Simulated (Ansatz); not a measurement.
**BP: a tetragonal deformation path**

One table from this session's results is given with a row withheld; the runs are named, their logs left out.

Computed with Ansatz 0.2.0 (DFT r2SCAN, scalar-relativistic, plane waves, PAW, unless a step's input says otherwise).

### The starting structure

It takes space group F-43m (No. 216, cubic). The conventional cell has a = 4.538 Å, b = 4.538 Å, c = 4.538 Å, α = 90.00°, β = 90.00°, γ = 90.00°. B (site symmetry -43m) has 4 P at 1.97 Å as nearest neighbours. P (site symmetry -43m) is surrounded by 4 B at 1.97 Å.

Coordinates:

```xyz
2
Lattice="0.0000 2.2690 2.2690 2.2690 0.0000 2.2690 2.2690 2.2690 0.0000" Properties=species:S:1:pos:R:3 pbc="T T T"
B     0.0000    0.0000    0.0000
P     3.4035    3.4035    3.4035
```

The structure comes from the Crystallography Open Database.

The first run:

input.yaml

```yaml
crystal:
  lattice:
    - [0.0, 2.269, 2.269]
    - [2.269, 0.0, 2.269]
    - [2.269, 2.269, 0.0]
  atoms:
    - { symbol: B, position: [0.0, 0.0, 0.0] }
    - { symbol: P, position: [0.75, 0.75, 0.75] }
basis:
  ecutwfc: 500
kpoints:
  mp_grid: { grid: [6, 6, 6] }
hamiltonian:
  xc: r2scan
scf:
  occupations: { method: gaussian, width: 0.1 }
output:
  forces: true
  stress: true
  eigenvalues: true
```

Run with:

```
ansatz run input.yaml --threads 1 --pin off --max-ram 2560MiB --backend cpu --events-out ev --progress --plain --runs-dir out
```

Among the steps run: Probe: one point at the start; The undisturbed cell; At ρ = 0.707; ρ = 1.414; At ρ = 0.850; At ρ = 1.200; ρ = 0.780; Point ρ = 1.300; Point ρ = 0.920; At ρ = 1.100; ρ = 0.650; At ρ = 1.500; At ρ = 0.960; At ρ = 1.050.

One table of the session follows, with a row left open; its other results are not shown here.

It belongs to the step «The scan collected». 

| ρ | ΔE (meV/atom) | pressure (GPa) | gap on the mesh (eV) |
| --- | --- | --- | --- |
| 0.650 | 735.4 | -6.2 | 0.00 |
| 0.707 | 536.0 | -4.4 | 0.00 |
| 0.780 | 319.9 | -2.1 | 0.00 |
| 0.850 | 155.2 | -0.7 | 0.00 |
| 0.920 | 44.9 | -0.2 | 0.16 |
| 0.960 | 11.2 | -0.2 | 0.81 |
| 1.000 | 0.0 | -0.1 | 1.45 |
| 1.050 | ? | ? | ? |
| 1.100 | 68.8 | -0.2 | 0.69 |
| 1.200 | 268.3 | -0.2 | 0.00 |
| 1.300 | 577.3 | -0.3 | 0.00 |
| 1.414 | 979.8 | -1.4 | 0.00 |
| 1.500 | 1262.0 | -2.2 | 0.00 |

Estimate the missing values for ρ = 1.050.

Worked estimate for «ΔE (meV/atom)». A straight line through the neighbours (1.000, 0.0) and (1.100, 68.8) gives 0.0 + (68.8 − 0.0) × (1.050 − 1.000) / (1.100 − 1.000) = 34.4; a parabola fitted to 4 rows on both sides gives 18.0.

The run gave: ΔE (meV/atom): 17.3; pressure (GPa): -0.2; gap on the mesh (eV): 1.06. In «ΔE (meV/atom)» the line misses by +17.1 and the parabola by +0.7.

Where the gap reads zero, the mesh chosen for the insulator is on the coarse side.

To keep in mind: The settings of these runs were drawn from a wide range and may not be converged.
